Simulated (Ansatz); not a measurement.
# Titanium, hcp under PBE: how the k-point mesh moves the result

Aim: find which k-point mesh is enough for energy and pressure. The geometry was relaxed under PBE beforehand and stays fixed; 8 values are run, from 2×2×1 to 18×18×10. Wanted are the values from which on the energy stays within 10 and 1 meV/atom, and the pressure within 0.5 GPa, of the last run. Within the series other settings stay. Spin polarisation is left out.

Method: DFT PBE, plane waves with PAW, scalar-relativistic, in Ansatz 0.2.0.

### Step 1. Starting point

The structure is hexagonal, space group P6_3/mmc (No. 194). Conventional cell: a = 2.939 Å, b = 2.939 Å, c = 4.656 Å, α = 90.00°, β = 90.00°, γ = 120.00°. Ti (site symmetry -6m2) has 12 Ti at 2.88 to 2.94 Å as nearest neighbours.

Coordinates:

```
Ti
1.0
     2.93908    0.00000    0.00000
    -1.46954    2.54531    0.00000
     0.00000    0.00000    4.65599
Ti
2
Direct
  0.33333 0.66667 0.25000
  0.66667 0.33333 0.75000
```

### Step 2. Run at 2×2×1

The run at 2×2×1.

input.yaml reads:

```yaml
crystal:
  lattice:
    - [2.9390756844, 0.0, 0.0]
    - [-1.4695378422, 2.5453142064, 0.0]
    - [0.0, 0.0, 4.6559893251]
  atoms:
    - { symbol: Ti, position: [0.3333333333, 0.6666666667, 0.25] }
    - { symbol: Ti, position: [0.6666666667, 0.3333333333, 0.75] }
hamiltonian:
  xc: pbe
  pseudopotentials:
    kind: paw
    azcp:
      Ti: "pseudopotentials/Ti.paw.azcp"
basis:
  ecutwfc: 420
  fft_grid_basis: typed
kpoints:
  mp_grid: { grid: [2, 2, 1], shift: [0, 0, 0] }
magnetization:
  spin_polarized: false
scf:
  occupations: { method: fermi_dirac, width: 0.1 }
  lower_state_search: "off"
output:
  stress: true
```

Started as:

```sh
> ansatz run input.yaml --threads 1 --pin off --max-ram 3584MiB --backend cpu --events-out ev --progress --plain --runs-dir out
```

What it wrote:

```text
Engine: ansatz 0.2.0, x86_64-unknown-linux-gnu
Pseudopotentials: kind: paw
Pseudopotential: Ti, paw, valence charge 12, recommended cutoff 420 eV (normal), <dir>
Functional definition: PBE
  parameter kappa = 0.804
  parameter beta = 0.06672455060314922
  exchange = pbe_x(kappa = kappa, mu = beta*pi^2/3)
  correlation = pbe_c(beta = beta)
Crystal: 2 atoms, lattice volume = 34.831 Å³
Basis set: ecut = 420 eV, 687 PW (Γ)
Bands: 16, of which v1, the nominal top of the filled ones, is band 12 counted from 1 (11 counted from 0)
Symmetry: 24 space group operations
Space group: P63/mmc (ITA 194), of the structure as read, at distance tolerance 3.3e-5 Å
k-points: 2 of 4
Non-local potential: Ti, projectors of the file, l = 0: 3, l = 1: 2, l = 2: 3, l = 3: 1
PAW form: soft (Blöchl's): semilocal exchange-correlation on the pseudo side does not see the compensation charge
PAW one-centre angular grid: Ti, 590 points (default); XC on 64 Gauss nodes
Initial density: superposition of atomic densities (neutral atoms: chi_scale 0, normalization atom), corrected by the library's trained network
Initial wavefunctions: pseudopotential atomic-orbital guess
Functional: x = pbe(κ = 0.804, μ = 0.2195149727645171), c = pbe(β = 0.06672455060314922)
SCF iter   1: F=—  HF=-5000.143654 eV  |F-HF|=—  |Δ(HF+E_count)|=         —  Δρ=1.45e-2  dr2=3.66e-2  ethr=1.77e-3  ⟨swp⟩=3.0  Hψ=112  notcnv=0
preconditioner: auto → none  [insulator: Δε(μ)=1.135 eV  Ē_g=3.389 eV  σ=0.100 eV  W_gap=0.56  n_scr=8 (ndim 8)  ℏωp=17.8 eV  f_vac=0.000  D(μ)=6.61/eV (n_scr^D=110)  ε∞_Penn≈28.6]
SCF iter   2: F=—  HF=-5000.136561 eV  |F-HF|=—  |Δ(HF+E_count)|=   7.09e-3  Δρ=5.64e-3  dr2=4.03e-3  ethr=1.53e-4  ⟨swp⟩=5.5  Hψ=218  notcnv=0
automatic band count: the SCF goes on with 20 bands, as 16 were too few: the levels above may hold too much charge
SCF iter   3: F=—  HF=-5000.136883 eV  |F-HF|=—  |Δ(HF+E_count)|=   3.22e-4  Δρ=1.25e-3  dr2=1.30e-4  ethr=1.68e-5  ⟨swp⟩=1.0  Hψ=56  notcnv=0
SCF iter   4: F=—  HF=-5000.136967 eV  |F-HF|=—  |Δ(HF+E_count)|=   8.42e-5  Δρ=1.19e-4  dr2=1.64e-6  ethr=5.43e-7  ⟨swp⟩=1.5  Hψ=42  notcnv=0
SCF iter   5: F=—  HF=-5000.136963 eV  |F-HF|=—  |Δ(HF+E_count)|=   4.66e-6  Δρ=1.53e-5  dr2=4.39e-8  ethr=6.82e-9  ⟨swp⟩=3.0  Hψ=73  notcnv=0
SCF iter   6: F=-5000.136963 eV  HF=-5000.136963 eV  |F-HF|=2.26e-10  |Δ(HF+E_count)|=   1.06e-8  Δρ=1.92e-6  dr2=4.34e-10  ethr=1.83e-10  ⟨swp⟩=1.5  Hψ=117  notcnv=0
SCF 1 converged in 6 iterations: F = -5000.136963 eV  dr2 = 4.34e-10
SCF converged after 6 iterations
Free energy (F): -5000.136963 eV
Harris-Foulkes:  -5000.136963 eV  (|F-HF|=2.26e-10)
Internal energy: -4999.928095 eV  (E = F + TS)
E sigma→0 (E₀):  -5000.032529 eV
Entropy (-TS):   -0.208868 eV (-104.434 meV/atom)
Fermi energy:    13.806646 eV
--- Per-component energies (eV) ---
  E_band       = -317.176853
  E_kinetic    = 543.958311
  E_local      = -1627.948291  (includes V_loc(G=0)·N_el)
  E_nonlocal   = 15.840748
  E_hartree    = 668.152671
  E_xc         = -194.884867
  E_vxc        = -243.813348  (∫ρ·V_xc dr)
  E_paw        = -2094.941222  (= ΣΔE_a)
  E_vpaw       = -341.519381  (= ΣTr[D̂ρ^β])
  E_aug_tail   = 0.000233  (compensation charges beyond the density's cutoff)
  E_ewald      = -2310.105678
  E_smearing   = -0.208868  (= −TS)
  E_closure    = 0.000000  (closes the sum)
  Σ components = -5000.136963   (vs F -5000.136963, Δ=0.00e0)
--- Stress (GPa, compression-positive) ---
        7.789999      -0.000000       0.000000
        0.000000       7.789999       0.000000
        0.000000       0.000000     -33.999263
  P = ⅓ Tr σ = -6.1398 GPa (-61.398 kbar)
```

It took 0.54 s on 1 thread of Intel Xeon Platinum 8259CL at 2.50GHz (Skylake/Cascade Lake), shared host; peak memory 0.45 GiB.

### Step 3. Run at 3×3×2

The run at 3×3×2.

input.yaml, as its differences from that of step 2:

```diff
@@ -18,3 +18,3 @@
 kpoints:
-  mp_grid: { grid: [2, 2, 1], shift: [0, 0, 0] }
+  mp_grid: { grid: [3, 3, 2], shift: [0, 0, 0] }
 magnetization:
```

Started as:

```sh
> ansatz run input.yaml --threads 1 --pin off --max-ram 3584MiB --backend cpu --events-out ev --progress --plain --runs-dir out
```

What it wrote:

```text
Engine: ansatz 0.2.0, x86_64-unknown-linux-gnu
Pseudopotentials: kind: paw
Pseudopotential: Ti, paw, valence charge 12, recommended cutoff 420 eV (normal), <dir>
Functional definition: PBE
  parameter kappa = 0.804
  parameter beta = 0.06672455060314922
  exchange = pbe_x(kappa = kappa, mu = beta*pi^2/3)
  correlation = pbe_c(beta = beta)
Crystal: 2 atoms, lattice volume = 34.831 Å³
Basis set: ecut = 420 eV, 687 PW (Γ)
Bands: 16, of which v1, the nominal top of the filled ones, is band 12 counted from 1 (11 counted from 0)
Symmetry: 24 space group operations
Space group: P63/mmc (ITA 194), of the structure as read, at distance tolerance 3.3e-5 Å
k-points: 6 of 18
Non-local potential: Ti, projectors of the file, l = 0: 3, l = 1: 2, l = 2: 3, l = 3: 1
PAW form: soft (Blöchl's): semilocal exchange-correlation on the pseudo side does not see the compensation charge
PAW one-centre angular grid: Ti, 590 points (default); XC on 64 Gauss nodes
Initial density: superposition of atomic densities (neutral atoms: chi_scale 0, normalization atom), corrected by the library's trained network
Initial wavefunctions: pseudopotential atomic-orbital guess
Functional: x = pbe(κ = 0.804, μ = 0.2195149727645171), c = pbe(β = 0.06672455060314922)
SCF iter   1: F=—  HF=-4999.430903 eV  |F-HF|=—  |Δ(HF+E_count)|=         —  Δρ=5.10e-3  dr2=4.18e-3  ethr=1.77e-3  ⟨swp⟩=4.7  Hψ=889  notcnv=0
automatic band count: the SCF goes on with 20 bands, as 16 were too few: the levels above may hold too much charge
preconditioner: auto → none  [insulator: Δε(μ)=0.336 eV  Ē_g=4.202 eV  σ=0.100 eV  W_gap=0.68  n_scr=8 (ndim 8)  ℏωp=17.8 eV  f_vac=0.000  D(μ)=1.16/eV (n_scr^D=2)  ε∞_Penn≈18.9]
SCF iter   2: F=—  HF=-4999.429718 eV  |F-HF|=—  |Δ(HF+E_count)|=   1.19e-3  Δρ=1.82e-3  dr2=4.15e-4  ethr=1.74e-5  ⟨swp⟩=1.0  Hψ=168  notcnv=0
SCF iter   3: F=—  HF=-4999.429956 eV  |F-HF|=—  |Δ(HF+E_count)|=   2.38e-4  Δρ=4.87e-4  dr2=2.60e-5  ethr=1.73e-6  ⟨swp⟩=2.0  Hψ=140  notcnv=0
SCF iter   4: F=—  HF=-4999.429989 eV  |F-HF|=—  |Δ(HF+E_count)|=   3.33e-5  Δρ=4.37e-5  dr2=4.25e-7  ethr=1.08e-7  ⟨swp⟩=2.2  Hψ=143  notcnv=0
iter 5 did not close the SCF: its close was put off for the readings that it lacked (scf_convergence_deferred on its scf_iter line)
SCF iter   5: F=-4999.429989 eV  HF=-4999.429989 eV  |F-HF|=1.75e-9  |Δ(HF+E_count)|=   3.46e-8  Δρ=6.16e-6  dr2=6.64e-9  ethr=1.77e-9  ⟨swp⟩=3.0  Hψ=219  notcnv=0
SCF iter   6: F=-4999.429989 eV  HF=-4999.429989 eV  |F-HF|=1.09e-11  |Δ(HF+E_count)|=   2.80e-9  Δρ=5.41e-7  dr2=3.97e-11  ethr=2.77e-11  ⟨swp⟩=1.8  Hψ=322  notcnv=0
SCF 1 converged in 6 iterations: F = -4999.429989 eV  dr2 = 3.97e-11
SCF converged after 6 iterations
Free energy (F): -4999.429989 eV
Harris-Foulkes:  -4999.429989 eV  (|F-HF|=1.09e-11)
Internal energy: -4999.383567 eV  (E = F + TS)
E sigma→0 (E₀):  -4999.406778 eV
Entropy (-TS):   -0.046422 eV (-23.211 meV/atom)
Fermi energy:    13.301347 eV
--- Per-component energies (eV) ---
  E_band       = -315.667324
  E_kinetic    = 544.681494
  E_local      = -1629.169726  (includes V_loc(G=0)·N_el)
  E_nonlocal   = 16.123050
  E_hartree    = 669.134592
  E_xc         = -194.900508
  E_vxc        = -243.827824  (∫ρ·V_xc dr)
  E_paw        = -2095.147023  (= ΣΔE_a)
  E_vpaw       = -341.743957  (= ΣTr[D̂ρ^β])
  E_aug_tail   = 0.000233  (compensation charges beyond the density's cutoff)
  E_ewald      = -2310.105678
  E_smearing   = -0.046422  (= −TS)
  E_closure    = -0.000000  (closes the sum)
  Σ components = -4999.429989   (vs F -4999.429989, Δ=0.00e0)
--- Stress (GPa, compression-positive) ---
       -0.676402       0.000000       0.000000
        0.000000      -0.676402       0.000000
        0.000000       0.000000      -2.389905
  P = ⅓ Tr σ = -1.2476 GPa (-12.476 kbar)
```

Wall time 0.65 s (1 thread of Intel Xeon Platinum 8259CL at 2.50GHz (Skylake/Cascade Lake), shared host); peak memory 0.46 GiB.

### Step 4. Run at 4×4×3

The run at 4×4×3.

input.yaml, as its differences from that of step 3:

```diff
@@ -18,3 +18,3 @@
 kpoints:
-  mp_grid: { grid: [3, 3, 2], shift: [0, 0, 0] }
+  mp_grid: { grid: [4, 4, 3], shift: [0, 0, 0] }
 magnetization:
```

Started as:

```sh
> ansatz run input.yaml --threads 1 --pin off --max-ram 3584MiB --backend cpu --events-out ev --progress --plain --runs-dir out
```

What it wrote:

```text
Engine: ansatz 0.2.0, x86_64-unknown-linux-gnu
Pseudopotentials: kind: paw
Pseudopotential: Ti, paw, valence charge 12, recommended cutoff 420 eV (normal), <dir>
Functional definition: PBE
  parameter kappa = 0.804
  parameter beta = 0.06672455060314922
  exchange = pbe_x(kappa = kappa, mu = beta*pi^2/3)
  correlation = pbe_c(beta = beta)
Crystal: 2 atoms, lattice volume = 34.831 Å³
Basis set: ecut = 420 eV, 687 PW (Γ)
Bands: 16, of which v1, the nominal top of the filled ones, is band 12 counted from 1 (11 counted from 0)
Symmetry: 24 space group operations
Space group: P63/mmc (ITA 194), of the structure as read, at distance tolerance 3.3e-5 Å
k-points: 8 of 48
Non-local potential: Ti, projectors of the file, l = 0: 3, l = 1: 2, l = 2: 3, l = 3: 1
PAW form: soft (Blöchl's): semilocal exchange-correlation on the pseudo side does not see the compensation charge
PAW one-centre angular grid: Ti, 590 points (default); XC on 64 Gauss nodes
Initial density: superposition of atomic densities (neutral atoms: chi_scale 0, normalization atom), corrected by the library's trained network
Initial wavefunctions: pseudopotential atomic-orbital guess
Functional: x = pbe(κ = 0.804, μ = 0.2195149727645171), c = pbe(β = 0.06672455060314922)
SCF iter   1: F=—  HF=-4999.357560 eV  |F-HF|=—  |Δ(HF+E_count)|=         —  Δρ=5.86e-3  dr2=7.50e-3  ethr=1.77e-3  ⟨swp⟩=3.6  Hψ=508  notcnv=0
preconditioner: auto → none  [insulator: Δε(μ)=0.255 eV  Ē_g=2.835 eV  σ=0.100 eV  W_gap=0.51  n_scr=8 (ndim 8)  ℏωp=17.8 eV  f_vac=0.000  D(μ)=2.90/eV (n_scr^D=34)  ε∞_Penn≈40.4]
SCF iter   2: F=—  HF=-4999.354907 eV  |F-HF|=—  |Δ(HF+E_count)|=   2.65e-3  Δρ=1.71e-3  dr2=4.23e-4  ethr=3.13e-5  ⟨swp⟩=1.2  Hψ=199  notcnv=0
SCF iter   3: F=—  HF=-4999.355065 eV  |F-HF|=—  |Δ(HF+E_count)|=   1.58e-4  Δρ=5.20e-4  dr2=3.25e-5  ethr=1.76e-6  ⟨swp⟩=2.9  Hψ=225  notcnv=0
SCF iter   4: F=—  HF=-4999.355099 eV  |F-HF|=—  |Δ(HF+E_count)|=   3.44e-5  Δρ=1.19e-4  dr2=2.35e-6  ethr=1.35e-7  ⟨swp⟩=2.0  Hψ=158  notcnv=0
iter 5 did not close the SCF: its close was put off for the readings that it lacked (scf_convergence_deferred on its scf_iter line)
SCF iter   5: F=-4999.355100 eV  HF=-4999.355100 eV  |F-HF|=1.22e-8  |Δ(HF+E_count)|=   6.66e-7  Δρ=1.20e-5  dr2=2.04e-8  ethr=9.81e-9  ⟨swp⟩=3.0  Hψ=262  notcnv=0
SCF iter   6: F=-4999.355100 eV  HF=-4999.355100 eV  |F-HF|=1.36e-11  |Δ(HF+E_count)|=   1.42e-8  Δρ=5.70e-7  dr2=4.20e-11  ethr=8.49e-11  ⟨swp⟩=2.0  Hψ=382  notcnv=0
SCF 1 converged in 6 iterations: F = -4999.355100 eV  dr2 = 4.20e-11
SCF converged after 6 iterations
Free energy (F): -4999.355100 eV
Harris-Foulkes:  -4999.355100 eV  (|F-HF|=1.36e-11)
Internal energy: -4999.254935 eV  (E = F + TS)
E sigma→0 (E₀):  -4999.305018 eV
Entropy (-TS):   -0.100165 eV (-50.082 meV/atom)
Fermi energy:    13.293006 eV
--- Per-component energies (eV) ---
  E_band       = -315.971716
  E_kinetic    = 544.597952
  E_local      = -1628.473160  (includes V_loc(G=0)·N_el)
  E_nonlocal   = 16.068620
  E_hartree    = 668.632276
  E_xc         = -194.883907
  E_vxc        = -243.804180  (∫ρ·V_xc dr)
  E_paw        = -2095.091270  (= ΣΔE_a)
  E_vpaw       = -341.625659  (= ΣTr[D̂ρ^β])
  E_aug_tail   = 0.000232  (compensation charges beyond the density's cutoff)
  E_ewald      = -2310.105678
  E_smearing   = -0.100165  (= −TS)
  E_closure    = -0.000000  (closes the sum)
  Σ components = -4999.355100   (vs F -4999.355100, Δ=0.00e0)
--- Stress (GPa, compression-positive) ---
        2.209361       0.000000       0.000000
        0.000000       2.209361       0.000000
        0.000000       0.000000      -3.094580
  P = ⅓ Tr σ = 0.4414 GPa (4.414 kbar)
```

It took 0.68 s on 1 thread of Intel Xeon Platinum 8259CL at 2.50GHz (Skylake/Cascade Lake), shared host; peak memory 0.45 GiB.

### Step 5. Run at 6×6×4

The run at 6×6×4.

input.yaml, as its differences from that of step 4:

```diff
@@ -18,3 +18,3 @@
 kpoints:
-  mp_grid: { grid: [4, 4, 3], shift: [0, 0, 0] }
+  mp_grid: { grid: [6, 6, 4], shift: [0, 0, 0] }
 magnetization:
```

Started as:

```sh
> ansatz run input.yaml --threads 1 --pin off --max-ram 3584MiB --backend cpu --events-out ev --progress --plain --runs-dir out
```

What it wrote:

```text
Engine: ansatz 0.2.0, x86_64-unknown-linux-gnu
Pseudopotentials: kind: paw
Pseudopotential: Ti, paw, valence charge 12, recommended cutoff 420 eV (normal), <dir>
Functional definition: PBE
  parameter kappa = 0.804
  parameter beta = 0.06672455060314922
  exchange = pbe_x(kappa = kappa, mu = beta*pi^2/3)
  correlation = pbe_c(beta = beta)
Crystal: 2 atoms, lattice volume = 34.831 Å³
Basis set: ecut = 420 eV, 687 PW (Γ)
Bands: 16, of which v1, the nominal top of the filled ones, is band 12 counted from 1 (11 counted from 0)
Symmetry: 24 space group operations
Space group: P63/mmc (ITA 194), of the structure as read, at distance tolerance 3.3e-5 Å
k-points: 21 of 144
Non-local potential: Ti, projectors of the file, l = 0: 3, l = 1: 2, l = 2: 3, l = 3: 1
PAW form: soft (Blöchl's): semilocal exchange-correlation on the pseudo side does not see the compensation charge
PAW one-centre angular grid: Ti, 590 points (default); XC on 64 Gauss nodes
Initial density: superposition of atomic densities (neutral atoms: chi_scale 0, normalization atom), corrected by the library's trained network
Initial wavefunctions: pseudopotential atomic-orbital guess
Functional: x = pbe(κ = 0.804, μ = 0.2195149727645171), c = pbe(β = 0.06672455060314922)
SCF iter   1: F=—  HF=-4999.364144 eV  |F-HF|=—  |Δ(HF+E_count)|=         —  Δρ=3.82e-3  dr2=1.99e-3  ethr=1.77e-3  ⟨swp⟩=4.5  Hψ=3149  notcnv=0
automatic band count: the SCF goes on with 20 bands, as 16 were too few: the levels above may hold too much charge
preconditioner: auto → none  [metal: Δε(μ)=0.040 eV  Ē_g=4.143 eV  σ=0.100 eV  W_gap=0.10  n_scr=8 (ndim 8)  ℏωp=17.8 eV  f_vac=0.000  D(μ)=2.51/eV (n_scr^D=22)  sad-step TF]
SCF iter   2: F=—  HF=-4999.364011 eV  |F-HF|=—  |Δ(HF+E_count)|=   1.32e-4  Δρ=2.07e-3  dr2=6.69e-4  ethr=8.29e-6  ⟨swp⟩=1.0  Hψ=588  notcnv=0
SCF iter   3: F=—  HF=-4999.364289 eV  |F-HF|=—  |Δ(HF+E_count)|=   2.78e-4  Δρ=2.26e-4  dr2=8.37e-6  ethr=2.79e-6  ⟨swp⟩=2.2  Hψ=525  notcnv=0
SCF iter   4: F=—  HF=-4999.364293 eV  |F-HF|=—  |Δ(HF+E_count)|=   3.44e-6  Δρ=3.44e-5  dr2=3.15e-7  ethr=3.49e-8  ⟨swp⟩=2.9  Hψ=709  notcnv=0
iter 5 did not close the SCF: its close was put off for the readings that it lacked (scf_convergence_deferred on its scf_iter line)
SCF iter   5: F=-4999.364293 eV  HF=-4999.364293 eV  |F-HF|=4.20e-10  |Δ(HF+E_count)|=   2.38e-8  Δρ=5.03e-6  dr2=4.98e-9  ethr=1.31e-9  ⟨swp⟩=2.7  Hψ=711  notcnv=0
SCF iter   6: F=-4999.364293 eV  HF=-4999.364293 eV  |F-HF|=2.36e-11  |Δ(HF+E_count)|=   2.03e-9  Δρ=5.34e-7  dr2=3.38e-11  ethr=2.07e-11  ⟨swp⟩=1.2  Hψ=1233  notcnv=0
SCF 1 converged in 6 iterations: F = -4999.364293 eV  dr2 = 3.38e-11
SCF converged after 6 iterations
Free energy (F): -4999.364293 eV
Harris-Foulkes:  -4999.364293 eV  (|F-HF|=2.36e-11)
Internal energy: -4999.279322 eV  (E = F + TS)
E sigma→0 (E₀):  -4999.321807 eV
Entropy (-TS):   -0.084971 eV (-42.485 meV/atom)
Fermi energy:    13.350738 eV
--- Per-component energies (eV) ---
  E_band       = -315.730890
  E_kinetic    = 544.678000
  E_local      = -1628.905309  (includes V_loc(G=0)·N_el)
  E_nonlocal   = 16.140546
  E_hartree    = 668.942805
  E_xc         = -194.891534
  E_vxc        = -243.814936  (∫ρ·V_xc dr)
  E_paw        = -2095.138384  (= ΣΔE_a)
  E_vpaw       = -341.715075  (= ΣTr[D̂ρ^β])
  E_aug_tail   = 0.000233  (compensation charges beyond the density's cutoff)
  E_ewald      = -2310.105678
  E_smearing   = -0.084971  (= −TS)
  E_closure    = 0.000000  (closes the sum)
  Σ components = -4999.364293   (vs F -4999.364293, Δ=0.00e0)
--- Stress (GPa, compression-positive) ---
       -0.271898       0.000000       0.000000
       -0.000000      -0.271898       0.000000
        0.000000       0.000000       0.610254
  P = ⅓ Tr σ = 0.0222 GPa (0.222 kbar)
```

Run time: 1 s. Hardware: 1 thread of Intel Xeon Platinum 8259CL at 2.50GHz (Skylake/Cascade Lake), shared host; peak memory 0.46 GiB.

### Step 6. Run at 8×8×4

The run at 8×8×4.

input.yaml, as its differences from that of step 5:

```diff
@@ -18,3 +18,3 @@
 kpoints:
-  mp_grid: { grid: [6, 6, 4], shift: [0, 0, 0] }
+  mp_grid: { grid: [8, 8, 4], shift: [0, 0, 0] }
 magnetization:
```

Started as:

```sh
> ansatz run input.yaml --threads 1 --pin off --max-ram 3584MiB --backend cpu --events-out ev --progress --plain --runs-dir out
```

What it wrote:

```text
Engine: ansatz 0.2.0, x86_64-unknown-linux-gnu
Pseudopotentials: kind: paw
Pseudopotential: Ti, paw, valence charge 12, recommended cutoff 420 eV (normal), <dir>
Functional definition: PBE
  parameter kappa = 0.804
  parameter beta = 0.06672455060314922
  exchange = pbe_x(kappa = kappa, mu = beta*pi^2/3)
  correlation = pbe_c(beta = beta)
Crystal: 2 atoms, lattice volume = 34.831 Å³
Basis set: ecut = 420 eV, 687 PW (Γ)
Bands: 16, of which v1, the nominal top of the filled ones, is band 12 counted from 1 (11 counted from 0)
Symmetry: 24 space group operations
Space group: P63/mmc (ITA 194), of the structure as read, at distance tolerance 3.3e-5 Å
k-points: 30 of 256
Non-local potential: Ti, projectors of the file, l = 0: 3, l = 1: 2, l = 2: 3, l = 3: 1
PAW form: soft (Blöchl's): semilocal exchange-correlation on the pseudo side does not see the compensation charge
PAW one-centre angular grid: Ti, 590 points (default); XC on 64 Gauss nodes
Initial density: superposition of atomic densities (neutral atoms: chi_scale 0, normalization atom), corrected by the library's trained network
Initial wavefunctions: pseudopotential atomic-orbital guess
Functional: x = pbe(κ = 0.804, μ = 0.2195149727645171), c = pbe(β = 0.06672455060314922)
SCF iter   1: F=—  HF=-4999.377988 eV  |F-HF|=—  |Δ(HF+E_count)|=         —  Δρ=4.27e-3  dr2=2.66e-3  ethr=1.77e-3  ⟨swp⟩=4.4  Hψ=4483  notcnv=0
automatic band count: the SCF goes on with 20 bands, as 16 were too few: the levels above may hold too much charge
preconditioner: auto → none  [metal: Δε(μ)=0.154 eV  Ē_g=4.134 eV  σ=0.100 eV  W_gap=0.36  n_scr=8 (ndim 8)  ℏωp=17.8 eV  f_vac=0.000  D(μ)=1.84/eV (n_scr^D=22)  sad-step TF]
SCF iter   2: F=—  HF=-4999.377630 eV  |F-HF|=—  |Δ(HF+E_count)|=   3.58e-4  Δρ=2.30e-3  dr2=8.58e-4  ethr=1.11e-5  ⟨swp⟩=1.0  Hψ=840  notcnv=0
SCF iter   3: F=—  HF=-4999.377850 eV  |F-HF|=—  |Δ(HF+E_count)|=   2.20e-4  Δρ=2.28e-4  dr2=7.87e-6  ethr=3.58e-6  ⟨swp⟩=2.2  Hψ=744  notcnv=0
SCF iter   4: F=—  HF=-4999.377854 eV  |F-HF|=—  |Δ(HF+E_count)|=   4.02e-6  Δρ=4.05e-5  dr2=4.27e-7  ethr=3.28e-8  ⟨swp⟩=2.5  Hψ=972  notcnv=0
iter 5 did not close the SCF: its close was put off for the readings that it lacked (scf_convergence_deferred on its scf_iter line)
SCF iter   5: F=-4999.377854 eV  HF=-4999.377854 eV  |F-HF|=2.02e-9  |Δ(HF+E_count)|=   6.04e-8  Δρ=5.61e-6  dr2=5.23e-9  ethr=1.78e-9  ⟨swp⟩=2.4  Hψ=938  notcnv=0
SCF iter   6: F=-4999.377854 eV  HF=-4999.377854 eV  |F-HF|=1.36e-11  |Δ(HF+E_count)|=   3.26e-9  Δρ=4.23e-7  dr2=1.88e-11  ethr=2.18e-11  ⟨swp⟩=1.3  Hψ=1764  notcnv=0
SCF 1 converged in 6 iterations: F = -4999.377854 eV  dr2 = 1.88e-11
SCF converged after 6 iterations
Free energy (F): -4999.377854 eV
Harris-Foulkes:  -4999.377854 eV  (|F-HF|=1.36e-11)
Internal energy: -4999.309526 eV  (E = F + TS)
E sigma→0 (E₀):  -4999.343690 eV
Entropy (-TS):   -0.068328 eV (-34.164 meV/atom)
Fermi energy:    13.322561 eV
--- Per-component energies (eV) ---
  E_band       = -315.820879
  E_kinetic    = 544.641288
  E_local      = -1628.821340  (includes V_loc(G=0)·N_el)
  E_nonlocal   = 16.115080
  E_hartree    = 668.881668
  E_xc         = -194.895307
  E_vxc        = -243.819816  (∫ρ·V_xc dr)
  E_paw        = -2095.125468  (= ΣΔE_a)
  E_vpaw       = -341.699747  (= ΣTr[D̂ρ^β])
  E_aug_tail   = 0.000232  (compensation charges beyond the density's cutoff)
  E_ewald      = -2310.105678
  E_smearing   = -0.068328  (= −TS)
  E_closure    = 0.000000  (closes the sum)
  Σ components = -4999.377854   (vs F -4999.377854, Δ=0.00e0)
--- Stress (GPa, compression-positive) ---
       -0.032188       0.000000       0.000000
        0.000000      -0.032188       0.000000
        0.000000       0.000000      -0.384101
  P = ⅓ Tr σ = -0.1495 GPa (-1.495 kbar)
```

It took 1.6 s on 1 thread of Intel Xeon Platinum 8259CL at 2.50GHz (Skylake/Cascade Lake), shared host; peak memory 0.48 GiB.

(Part 1 of 2 ends here.)
